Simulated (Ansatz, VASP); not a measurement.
**Cross-check of TePb between VASP and Ansatz**

One calculation is typed for both programs; each brings its own data sets and cutoff. How far apart do they land?

Main program and level: Ansatz 0.2.0; plane waves, with VASP 6.6.1 beside it; band structure at HSE06 and band structure at HSE03.

## (1) The structure

Symmetry: Fm-3m, No. 225, cubic system. The conventional cell has a = 6.462 Å, b = 6.462 Å, c = 6.462 Å, α = 90.00°, β = 90.00°, γ = 90.00°. Nearest to Te lie 6 Pb at 3.23 Å. Nearest to Pb lie 6 Te at 3.23 Å. Farther neighbours and most contacts between anions are not listed.

Structure file:

```cif
data_structure
_symmetry_space_group_name_H-M 'P 1'
_symmetry_Int_Tables_number 1
_cell_length_a 4.5693
_cell_length_b 4.5693
_cell_length_c 4.5693
_cell_angle_alpha 60.000
_cell_angle_beta 60.000
_cell_angle_gamma 60.000
_cell_volume 67.46
loop_
_atom_site_label
_atom_site_type_symbol
_atom_site_fract_x
_atom_site_fract_y
_atom_site_fract_z
_atom_site_occupancy
Te1 Te 0.50000 0.50000 0.50000 1
Pb2 Pb 0.00000 0.00000 0.00000 1
```

## (2) Ansatz: band structure, HSE06

Ansatz runs on its default PAW (the set named soft_2) files.

Levels along a path test the potential and the projectors away from the mesh points.

The input, input.yaml:

```yaml
crystal:
  lattice:
    - [0.0, 3.231, 3.231]
    - [3.231, 0.0, 3.231]
    - [3.231, 3.231, 0.0]
  atoms:
    - { symbol: Te, position: [0.5, 0.5, 0.5] }
    - { symbol: Pb, position: [0.0, 0.0, 0.0] }
hamiltonian:
  xc: { exchange: pbe, correlation: pbe, exx: { coeff: 0.25, omega: 0.2 } }
  pseudopotentials: { kind: paw }
kpoints:
  mp_grid: { grid: [4, 4, 4] }
  band_path:
    path:
      - [0.0, 0.0, 0.0]
      - [0.5, 0.0, 0.5]
      - [0.5, 0.2, 0.7]
      - [0.4, 0.35, 0.75]
      - [0.15, 0.15, 0.3]
      - [0.2, 0.2, 0.2]
      - [0.5, 0.5, 0.5]
      - [0.55, 0.4, 0.55]
      - [0.6, 0.25, 0.65]
      - [0.5, 0.25, 0.75]
      - [0.5, 0.5, 0.5]
      - [0.375, 0.375, 0.75]
      - [0.5, 0.0, 0.5]
    npoints: 1
scf:
  occupations: { method: gaussian, width: 0.02 }
  n_extra_bands: 7
output:
  forces: true
  stress: true
  eigenvalues: true
  write_density: true
  write_potential: true
  elf: true
  volumetric_format: npy
```

Run with:

```sh
ansatz run input.yaml --threads 4 --pin off --max-ram 9216MiB --backend cpu --events-out ev --progress --plain --runs-dir out
```

Numbers of over 12 decimals in the logs are rounded to 6 here.

Output:

```text
Warning: output.stress: scf.convergence.dr2_threshold = 1e-7 eV (the SCF's general default) is looser than the 2e-10 eV advised for a printed stress (1e-10 eV for each atom of the cell: 2). What an SCF threshold leaves in a stress goes as its square root, and in the free energy as the threshold itself, and one threshold admits the most on a small cell: [figures from the program's tests cut] Set scf.convergence.dr2_threshold to 2e-10 eV or tighter. The threshold is an SCF's pass mark: one that does not reach it within its budget of iterations ends unconverged, or closes short of it on a stop that the run arms, and scf.convergence.dr2_threshold's page says what that costs each kind of run
Warning: output.stress: scf.exx.energy_threshold = 1e-6 eV is looser than the 2e-8 eV advised for a stress under a hybrid functional (1e-8 eV for each atom of the cell: 2). Every SCF of the exchange loop can meet its threshold on dr2 while the loop round them stops early: no threshold on dr2 bounds what that leaves in the stress. Set scf.exx.energy_threshold to 2e-8 eV or tighter. The threshold is the loop's pass mark: a loop that does not reach it within its budget of cycles ends unconverged, and scf.exx.energy_threshold's page has the law
scf.n_extra_bands = 7 over 15 filled bands (N_el = 30.0): the run solves 22 bands
Engine: ansatz 0.2.0, x86_64-unknown-linux-gnu
Pseudopotentials: kind: paw
Pseudopotential: Te, paw, valence charge 16, recommended cutoff 420 eV (normal), Te.paw.azcp
Pseudopotential: Pb, paw, valence charge 14, recommended cutoff 420 eV (normal), Pb.paw.azcp
Functional definition: unnamed
  parameter a_1 = 0.25
  parameter omega_1 = 0.2/angstrom
  exchange = pbe_x + (-a_1)*pbe_x_sr(omega_1) + a_1*exact_x_sr(omega_1)
  correlation = pbe_c
Crystal: 2 atoms, lattice volume = 67.459 Å³
Basis set: ecut = 420 eV, 1363 PW (Γ), exchange–correlation on 64×64×64 points (8 copies of the dense FFT grid, shifted against one another)
Bands: 22, of which v1, the nominal top of the filled ones, is band 15 counted from 1 (14 counted from 0)
Symmetry: 48 space group operations
Space group: Fm-3m (ITA 225), of the structure as read, at distance tolerance 4.1e-5 Å
k-points: 8 of 64
Non-local potential: Te, projectors of the file, l = 0: 2, l = 1: 2, l = 2: 2, l = 3: 2
Non-local potential: Pb, projectors of the file, l = 0: 2, l = 1: 2, l = 2: 2, l = 3: 2
PAW form: soft (Blöchl's): semilocal exchange-correlation on the pseudo side does not see the compensation charge
PAW frozen core: Te, regenerated for the run's functional, and the local potential with it (the file was generated under x = pbe(κ = 0.804, μ = 0.219515), c = pbe(β = 0.066725))
PAW frozen core: Pb, regenerated for the run's functional, and the local potential with it (the file was generated under x = pbe(κ = 0.804, μ = 0.219515), c = pbe(β = 0.066725))
PAW one-centre angular grid: Te, 590 points (default); XC on 64 Gauss nodes
PAW one-centre angular grid: Pb, 590 points (default); XC on 64 Gauss nodes
Initial density: superposition of atomic densities (neutral atoms: chi_scale 0, normalization atom), corrected by the library's trained network
Initial wavefunctions: pseudopotential atomic-orbital guess
Functional: x = pbe(κ = 0.804, μ = 0.219515), c = pbe(β = 0.066725), warm-up for x = pbe(κ = 0.804, μ = 0.219515) + 0.25 (exact − pbe) at short range (hse, ω = 0.2 Å⁻¹), c = pbe(β = 0.066725)
SCF iter   1: F=—  HF=-18887.157620 eV  |F-HF|=—  |Δ(HF+E_count)|=         —  Δρ=6.77e-4  dr2=3.60e-4  ethr=1.77e-3  ⟨swp⟩=14.0  Hψ=892  notcnv=0
preconditioner: auto → none  [insulator: Δε(μ)=0.729 eV  Ē_g=17.002 eV  σ=0.020 eV  W_gap=1.00  n_scr=14 (ndim 8)  ℏωp=20.2 eV  f_vac=0.014  D(μ)=0.00/eV (n_scr^D=0)]
SCF iter   2: F=—  HF=-18887.158210 eV  |F-HF|=—  |Δ(HF+E_count)|=   5.90e-4  Δρ=2.75e-4  dr2=5.62e-5  ethr=1.20e-6  ⟨swp⟩=5.0  Hψ=592  notcnv=0  defer=3
SCF iter   3: F=-18887.158258 eV  HF=-18887.158245 eV  |F-HF|=1.29e-5  |Δ(HF+E_count)|=   3.48e-5  Δρ=1.31e-4  dr2=1.09e-5  ethr=1.87e-7  ⟨swp⟩=3.6  Hψ=329  notcnv=0
SCF 1 stopped early in 3 iterations: F = -18887.158258 eV  dr2 = 1.09e-5
  greatest PAW one-centre occupation: 0.998 electrons in one spin orbital (limit 2), on the Te atom at site 0 (counted from 0), in its partial waves of l = 2
Initial density: handed on by an earlier stage of this run
Initial wavefunctions: those handed on with the density
Functional: x = pbe(κ = 0.804, μ = 0.219515) + 0.25 (exact − pbe) at short range (hse, ω = 0.2 Å⁻¹), c = pbe(β = 0.066725)
Exchange kernel: α = 0.2500, screened, ω = 0.2000 Å⁻¹, Wigner–Seitz truncation, v(0) = 1120.4729 eV·Å³, q-mesh 4×4×4, nearest image of the exchange supercell L = 18.28 Å, pair-density grid 18×18×18, without the augmentation charges, whose exchange is taken in its separable form by FFT convolution over the k-point mesh (sized by the pseudopotential files, 25×25×25 at the most), smooth part of the exact exchange by density-matrix convolution
Frozen-core exchange: fock
SCF iter   1: F=—  HF=-18895.290027 eV  |F-HF|=—  |Δ(HF+E_count)|=         —  Δρ=5.10e-3  dr2=1.51e-2  ethr=3.64e-7  ⟨swp⟩=8.5  Hψ=909  notcnv=0
preconditioner: auto → none  [insulator: Δε(μ)=1.114 eV  Ē_g=18.857 eV  σ=0.020 eV  W_gap=1.00  n_scr=14 (ndim 8)  ℏωp=20.2 eV  f_vac=0.013  D(μ)=0.00/eV (n_scr^D=0)]
SCF iter   2: F=—  HF=-18895.285244 eV  |F-HF|=—  |Δ(HF+E_count)|=   4.78e-3  Δρ=1.70e-3  dr2=1.91e-3  ethr=3.64e-7  ⟨swp⟩=4.1  Hψ=604  notcnv=0
SCF iter   3: F=—  HF=-18895.290359 eV  |F-HF|=—  |Δ(HF+E_count)|=   5.11e-3  Δρ=9.52e-4  dr2=7.20e-4  ethr=3.64e-7  ⟨swp⟩=4.1  Hψ=541  notcnv=0
iter 4 solved again at ethr=3.54e-8 eV; its pass at ethr=3.64e-7 eV (dr2=1.06e-5 eV) is discarded
SCF iter   4: F=—  HF=-18895.290147 eV  |F-HF|=—  |Δ(HF+E_count)|=   2.12e-4  Δρ=1.71e-4  dr2=2.33e-5  ethr=3.54e-8  ⟨swp⟩=3.1  Hψ=699  notcnv=0
SCF iter   5: F=—  HF=-18895.290221 eV  |F-HF|=—  |Δ(HF+E_count)|=   7.31e-5  Δρ=1.08e-4  dr2=1.50e-5  ethr=3.54e-8  ⟨swp⟩=4.0  Hψ=356  notcnv=0
SCF iter   6: F=-18895.290217 eV  HF=-18895.290217 eV  |F-HF|=1.03e-7  |Δ(HF+E_count)|=   3.93e-6  Δρ=1.69e-5  dr2=1.22e-6  ethr=3.54e-8  ⟨swp⟩=3.2  Hψ=324  notcnv=0
SCF 2 stopped early in 6 iterations: F = -18895.290217 eV  dr2 = 1.22e-6
hybrid outer 1: dexx = +5.752e-3 eV, tail = 5.60e-5 eV
Exchange kernel: α = 0.2500, screened, ω = 0.2000 Å⁻¹, Wigner–Seitz truncation, v(0) = 1120.4729 eV·Å³, q-mesh 4×4×4, nearest image of the exchange supercell L = 18.28 Å, pair-density grid 18×18×18, without the augmentation charges, whose exchange is taken in its separable form by FFT convolution over the k-point mesh (sized by the pseudopotential files, 25×25×25 at the most), smooth part of the exact exchange by density-matrix convolution
Frozen-core exchange: fock
SCF iter   1: F=—  HF=-18895.290172 eV  |F-HF|=—  |Δ(HF+E_count)|=         —  Δρ=3.79e-5  dr2=1.68e-6  ethr=9.34e-7  ⟨swp⟩=4.0  Hψ=412  notcnv=0
preconditioner: auto → none  [insulator: Δε(μ)=1.131 eV  Ē_g=18.842 eV  σ=0.020 eV  W_gap=1.00  n_scr=14 (ndim 8)  ℏωp=20.2 eV  f_vac=0.013  D(μ)=0.00/eV (n_scr^D=0)]
SCF iter   2: F=—  HF=-18895.290172 eV  |F-HF|=—  |Δ(HF+E_count)|=   3.67e-7  Δρ=1.45e-5  dr2=8.11e-8  ethr=5.37e-9  ⟨swp⟩=4.0  Hψ=413  notcnv=0
SCF iter   3: F=-18895.290172 eV  HF=-18895.290172 eV  |F-HF|=1.88e-9  |Δ(HF+E_count)|=   1.58e-7  Δρ=2.88e-6  dr2=4.67e-9  ethr=1.64e-10  ⟨swp⟩=4.4  Hψ=492  notcnv=0  defer=1
SCF 3 converged in 3 iterations: F = -18895.290172 eV  dr2 = 4.67e-9
  Residual-converged pass: ⟨swp⟩=3.1  Hψ=375  notcnv=0  max |occ|·‖R‖ = 2.0e-6 eV (tolerance 2.4e-6 eV)  dr2=4.62e-9  dr2_onsite=4.99e-10  max |Δocc| = 0.0e0
hybrid outer 2: dexx = +1.633e-7 eV, tail = 1.58e-8 eV, Δε = 2.89e-3 eV (about 1.10e-4 eV left of the loop's levels)
NSCF: frozen V_eff on 13 k-points
hybrid SCF converged: 2 outer / 9 inner (+3 warm-up), last move |dexx| = 1.63e-7 eV, tail = 1.58e-8 eV
Stability not checked: this state was not tested for a lower state beside it, because the functional holds exact exchange (a hybrid, or Hartree-Fock), whose exchange loop this test does not read (fock_operator; see scf.lower_state_search)
Free energy (F): -18895.290172 eV
Frozen-core exchange: fock
Harris-Foulkes:  -18895.290172 eV  (|F-HF|=1.88e-9)
Internal energy: -18895.290172 eV  (E = F + TS)
E sigma→0 (E₀):  -18895.290172 eV
Fermi energy:    9.003325 eV
--- Per-component energies (eV) ---
  E_band       = -373.214339
  E_kinetic    = 467.348663
  E_local      = -2383.781024  (includes V_loc(G=0)·N_el)
  E_nonlocal   = 38.453709
  E_hartree    = 1257.038033
  E_xc         = -275.875162
  E_vxc        = -189.780710  (∫ρ·V_xc dr)
  E_exx        = -76.956223  (= α·E_x^exact, valence–valence)
  E_paw        = -15068.750734  (= ΣΔE_a)
  E_vpaw       = -665.617164  (= ΣTr[D̂ρ^β])
  E_aug_tail   = -0.000149  (compensation charges beyond the density's cutoff)
  E_ewald      = -2852.919164
  E_core_change = 0.151880  (= ΣΔE_core)
  E_smearing   = -0.000000  (= −TS)
  E_closure    = -0.000002  (closes the sum)
  Σ components = -18895.290172   (vs F -18895.290172, Δ=0.00e0)
--- Forces (eV/Å), atoms counted from 1 ---
  atom   1  Te     0.00000000     0.00000000     0.00000000
  atom   2  Pb    -0.00000000    -0.00000000    -0.00000000
  max |Σ_I F_I| component: 2.56e-30 eV/Å
--- Stress (GPa, compression-positive) ---
        1.161128       0.000000      -0.000000
        0.000000       1.161128      -0.000000
       -0.000000      -0.000000       1.161128
  P = ⅓ Tr σ = 1.1611 GPa (11.611 kbar)
--- Band table (eV; the first three rows and the last of 8) ---
  k-point 0: bands = [... 11 lower, 2.5426, 6.8471, 6.8471, 6.8471, 13.1912, 13.1912, 13.1912, 14.8265, ... 3 higher]
  k-point 1: bands = [... 11 lower, 0.8370, 7.0252, 7.0252, 7.7306, 11.0284, 11.3582, 11.3582, 15.0007, ... 3 higher]
  k-point 2: bands = [... 11 lower, -0.9763, 7.3225, 7.3225, 8.4378, 9.5689, 10.0793, 10.0793, 17.5655, ... 3 higher]
  k-point 7: bands = [... 11 lower, -0.2408, 4.1451, 4.1451, 7.9669, 10.5566, 14.3026, 14.3026, 16.0824, ... 3 higher]
```

The job ended after 34 s (4 threads of Intel Xeon Platinum 8175M at 2.50GHz (Skylake/Cascade Lake), shared host; peak memory 1 GiB).

## (3) VASP: band structure, HSE06

The same cell, functional, mesh and smearing now go to VASP, with its own data sets and cutoff.

Lines of VASP's logs that name or quote its potential files are left out, and so is its time.

The run reads the wave functions of an earlier VASP run, which isn't shown here.

The input, INCAR:

```
SYSTEM = TePb
PREC = Accurate
ENCUT = 407
EDIFF = 1E-06
NELM = 100
ISMEAR = 0
SIGMA = 0.02
LREAL = .FALSE.
ALGO = Normal
LHFCALC = .TRUE.
AEXX = 0.25
GGA = PE
HFSCREEN = 0.2
LASPH = .TRUE.
NBANDS = 16
PRECFOCK = Fast
LORBIT = 11
LWAVE = .FALSE.
LCHARG = .FALSE.
KPAR = 4
```

The input, POSCAR:

```
TePb
1.0
    0.0000000000      3.2310000000      3.2310000000
    3.2310000000      0.0000000000      3.2310000000
    3.2310000000      3.2310000000      0.0000000000
Te Pb
1 1
Direct
    0.5000000000      0.5000000000      0.5000000000
    0.0000000000      0.0000000000      0.0000000000
```

The input, KPOINTS:

```
Automatic mesh
0
Gamma
4 4 4
0 0 0
```

The input, KPOINTS_OPT:

```
Line mode
6
Line-mode
Reciprocal
  0.00000000   0.00000000   0.00000000 GAMMA
  0.50000000   0.00000000   0.50000000 X

  0.50000000   0.00000000   0.50000000 X
  0.50000000   0.25000000   0.75000000 W

  0.50000000   0.25000000   0.75000000 W
  0.37500000   0.37500000   0.75000000 K

  0.37500000   0.37500000   0.75000000 K
  0.00000000   0.00000000   0.00000000 GAMMA

  0.00000000   0.00000000   0.00000000 GAMMA
  0.50000000   0.50000000   0.50000000 L

  0.50000000   0.50000000   0.50000000 L
  0.62500000   0.25000000   0.62500000 U

  0.62500000   0.25000000   0.62500000 U
  0.50000000   0.25000000   0.75000000 W

  0.50000000   0.25000000   0.75000000 W
  0.50000000   0.50000000   0.50000000 L

  0.50000000   0.50000000   0.50000000 L
  0.37500000   0.37500000   0.75000000 K

  0.62500000   0.25000000   0.62500000 U
  0.50000000   0.00000000   0.50000000 X
```

PAW data sets: Te and Pb_d (PBE family, release 64).

Run with:

```sh
mpirun -np 4 vasp_std
```

Output:

```text
[banner, memory and clock lines left out]
running    4 mpi-ranks, on    1 nodes
 distrk:  each k-point on    1 cores,    4 groups
 distr:  one band on    1 cores,    1 groups

 POSCAR found type information on POSCAR TePb
 POSCAR found :  2 types and       2 ions
 LDA part: xc-table for (Slater+PW92), standard interpolation
 found WAVECAR, reading the header
 POSCAR, INCAR and KPOINTS ok, starting setup
 FFT: planning ... GRIDC
 FFT: planning ... GRID_SOFT
 FFT: planning ... GRID
 reading WAVECAR
 the WAVECAR file was read successfully
 initial charge from wavefunction
 entering main loop
       N       E                     dE             d eps       ncg     rms          rms(c)
DAV:   1    -0.898838402155E+01   -0.89884E+01   -0.11707E+00   264   0.999E+00    0.923E+00
DAV:   2    -0.899586186691E+01   -0.74778E-02   -0.35901E-02   288   0.130E+00    0.590E+00
DAV:   3    -0.899449620573E+01    0.13657E-02   -0.26567E-03   392   0.537E-01    0.367E+00
DAV:   4    -0.899416822608E+01    0.32798E-03   -0.64577E-04   352   0.233E-01    0.221E+00
DAV:   5    -0.899410935253E+01    0.58874E-04   -0.15052E-04   352   0.113E-01    0.133E+00
DAV:   6    -0.899408983788E+01    0.19515E-04   -0.19315E-05   344   0.494E-02    0.799E-01
DAV:   7    -0.899408406438E+01    0.57735E-05   -0.47902E-06   336   0.232E-02    0.477E-01
DAV:   8    -0.899408356166E+01    0.50272E-06   -0.18469E-06   336   0.113E-02
   1 F= -.89940836E+01 E0= -.89940836E+01  d E =-.237174E-27
 Start KPOINTS_OPT (optional k-point list driver)
k-point batch [1-8\60]
       N       E                     dE             ncg
DAV:   1     0.360267507708E+03   -0.27238E+04      256
DAV:   2    -0.975244230771E+03   -0.13355E+04      272
DAV:   3    -0.107237295282E+04   -0.97129E+02      360
DAV:   4    -0.107549436583E+04   -0.31214E+01      368
DAV:   5    -0.107557550898E+04   -0.81143E-01      384
DAV:   6    -0.107557659385E+04   -0.10849E-02      400
DAV:   7    -0.107557661197E+04   -0.18127E-04      352
DAV:   8    -0.107557661228E+04   -0.30467E-06      280
[...]
k-point batch [57-60\60]
       N       E                     dE             ncg
DAV:   1     0.252462452823E+04   -0.21976E+04      136
DAV:   2     0.187836617147E+04   -0.64626E+03      128
DAV:   3     0.182969112461E+04   -0.48675E+02      160
DAV:   4     0.182808215655E+04   -0.16090E+01      176
DAV:   5     0.182802825235E+04   -0.53904E-01      192
DAV:   6     0.182802540474E+04   -0.28476E-02      208
DAV:   7     0.182802536222E+04   -0.42530E-04      192
DAV:   8     0.182802536142E+04   -0.79566E-06      160
```

Parts of OUTCAR (step 3):

```text
ion  position               nearest neighbor table
   1  0.500  0.500  0.500-   2 3.23   2 3.23   2 3.23   2 3.23   2 3.23   2 3.23
   2  0.000  0.000  0.000-   1 3.23   1 3.23   1 3.23   1 3.23   1 3.23   1 3.23

  LATTYP: Found a face centered cubic cell.
 ALAT       =     6.4620000000

 Subroutine GETGRP returns: Found 48 space group operations
 (whereof 48 operations were pure point group operations)

The static configuration has the point symmetry O_h .

 Found      8 irreducible k-points:

   k-points           NKPTS =      8   k-points in BZ     NKDIM =     64   number of bands    NBANDS=     16

   dimension x,y,z NGX =    30 NGY =   30 NGZ =   30
   dimension x,y,z NGXF=    60 NGYF=   60 NGZF=   60

   ENCUT  =  407.0 eV  29.91 Ry    5.47 a.u.   7.52  7.52  7.52*2*pi/ulx,y,z

   NELECT =      20.0000    total number of electrons

 k-points in reciprocal lattice and weights: Automatic mesh
   0.00000000  0.00000000  0.00000000       0.016
   0.25000000  0.00000000  0.00000000       0.125
   0.50000000  0.00000000  0.00000000       0.062
   0.25000000  0.25000000  0.00000000       0.094
   0.50000000  0.25000000  0.00000000       0.375
  -0.25000000  0.25000000  0.00000000       0.188
   0.50000000  0.50000000  0.00000000       0.047
  -0.25000000  0.50000000  0.25000000       0.094

  exchange ACFDT corr.  =         0.00000000  see jH, gK, PRB 81, 115126

 average (electrostatic) potential at core
       1 -84.3519       2 -85.9591

 E-fermi :   5.4966

 k-point     1 :       0.0000    0.0000    0.0000
  band No.  band energies     occupation
    ...
      6      -7.9436      2.00000
      7      -0.5864      2.00000
      8       3.7557      2.00000
      9       3.7557      2.00000
     10       3.7557      2.00000
     11      10.1205      0.00000
     12      10.1205      0.00000
     13      10.1205      0.00000
     14      11.7254      0.00000
     15      11.7254      0.00000
    ...

 k-point     2 :       0.2500    0.0000    0.0000
  band No.  band energies     occupation
    ...
      6      -7.3674      2.00000
      7      -2.2680      2.00000
      8       3.9328      2.00000
      9       3.9328      2.00000
     10       4.6278      2.00000
     11       7.9203      0.00000
     12       8.2805      0.00000
     13       8.2805      0.00000
     14      11.9121      0.00000
     15      12.9003      0.00000
    ...

 k-point     3 :       0.5000    0.0000    0.0000
  band No.  band energies     occupation
    ...
      6      -6.3536      2.00000
      7      -4.0660      2.00000
      8       4.2281      2.00000
      9       4.2281      2.00000
     10       5.3465      2.00000
     11       6.4392      0.00000
     12       7.0030      0.00000
     13       7.0030      0.00000
     14      14.5080      0.00000
     15      15.4062      0.00000
    ...

  energy-cutoff  :      407.00
  volume of cell :       67.46
      direct lattice vectors                 reciprocal lattice vectors
     0.000000000  3.231000000  3.231000000    -0.154750851  0.154750851  0.154750851
     3.231000000  0.000000000  3.231000000     0.154750851 -0.154750851  0.154750851
     3.231000000  3.231000000  0.000000000     0.154750851  0.154750851 -0.154750851

 POSITION                                       TOTAL-FORCE (eV/Angst)
 -----------------------------------------------------------------------------------
      3.23100      3.23100      3.23100         0.000000     -0.000000      0.000000
      0.00000      0.00000      0.00000        -0.000000      0.000000     -0.000000
 -----------------------------------------------------------------------------------
    total drift:                               -0.000000     -0.000001     -0.000000

  FREE ENERGIE OF THE ION-ELECTRON SYSTEM (eV)
  ---------------------------------------------------
  free  energy   TOTEN  =        -8.9940835617 eV

  energy  without entropy=       -8.9940835617  energy(sigma->0) =       -8.99408356

 total charge
# of ion       s       p       d       tot
------------------------------------------
    1        1.333   2.157   0.017   3.507
    2        1.494   0.536   9.839  11.869
--------------------------------------------------
tot          2.828   2.693   9.856  15.376

[... 3 further parts left out ...]
```

The k-mesh is coarse for exact exchange; levels may shift by about 0.1 eV on a finer one. Spin-orbit coupling is off here; with elements this heavy it splits and shifts levels by tenths of an eV or more.

[end of part 1 of 2]

[Lines on the potential files, build, host, timing and source positions are cut from VASP's logs without a mark.]

[Logs are printed without paths, hosts, clocks, repeated set-up lines and the standing remarks that a program may print on its own settings, such as how far it seeks lower states.]

[Hosts, paths, dates, database ids (printed as entryN), source tags and the programs' standing remarks are cut or masked in the printed files.]
